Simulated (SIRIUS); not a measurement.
Ga:

```xyz
2
Lattice="2.7784 0.0000 0.0000 0.0000 3.2816 0.0000 -1.3434 0.0000 3.9903" Properties=species:S:1:pos:R:3 pbc="T T T"
Ga   -0.6607    2.4612    3.0732
Ga    2.0957    0.8204    0.9171
```

This isn't the form of Ga at room conditions, which is orthorhombic.

```yaml
Program: SIRIUS 7.12.0
Task: single point
Functional: PBE
Potentials_or_basis: all-electron FP-LAPW
Cutoff: 167 eV
Basis: apw+lo standard
k_mesh: 10 × 8 × 7
Occupations: fermi-dirac, width 0.05 eV
Spin: no spin polarisation
```

On this cell: largest force 0.089 eV/Å; band gap on the k mesh none (metal or under the smearing width).

The same run follows on a disturbed copy (atoms moved at random):

```
Ga
1.0
     2.77842    0.00000    0.00000
     0.00000    3.28161    0.00000
    -1.34343    0.00000    3.99027
Ga
2
Direct
  0.13136 0.74760 0.76723
  0.85768 0.25727 0.22752
```

Problem. What does the disturbed cell give?

Solution. The energy (extrapolated to zero smearing) moves by +0.5 meV/atom; largest force 0.101 eV/Å; band gap on the k mesh none (metal or under the smearing width).

Forces on the atoms (eV/Å):
```
Ga  -0.011  0.063 -0.078
Ga   0.011 -0.063  0.078
```
